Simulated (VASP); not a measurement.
Write the native input for VASP 6.6.1 that does the following.

- Task: single point
- Functional: PBE
- Potentials or basis: VASP PAW PBE potentials, release 64 (Mg)
- Cutoff: 520 eV
- k mesh: 10 × 10 × 5
- Occupations: gaussian, width 0.013 eV
- Spin: no spin polarisation
- Further INCAR settings: ALGO = Fast; EDIFF = 1e-06; NBANDS = 9

The structure of Mg lies in POSCAR:

```
Mg
1.0
    3.2093000000      0.0000000000      0.0000000000
   -1.6046500000      2.7793353284      0.0000000000
    0.0000000000      0.0000000000      5.2103000000
Mg
2
Direct
    0.6666666667      0.3333333333      0.7500000000
    0.3333333333      0.6666666667      0.2500000000
```

The input as run:

INCAR

```
PREC = Accurate
ENCUT = 520
EDIFF = 1E-6
ISMEAR = 0
SIGMA = 0.013000000000000001
LREAL = F
LASPH = T
NELM = 80
ALGO = Fast
ISIF = 2
LWAVE = F
LCHARG = F
GGA = PE
NBANDS = 9
```

KPOINTS

```
Automatic mesh
0
Gamma
  10 10 5
```

Potentials or basis: VASP PAW PBE potentials, release 64 (Mg).

Run with:

```console
$ cat potpaw_PBE.64/Mg/POTCAR > POTCAR
$ mpirun -np 1 vasp_std > vasp.out
```

Results of the run:

The pressure is -0.6 GPa and the band gap on the k mesh is none (metal or under the smearing width).

Run time: 5 s on 1 thread of Intel(R) Xeon(R) 6975P-C (Granite Rapids) (shared host), peak memory 0.15 GiB.
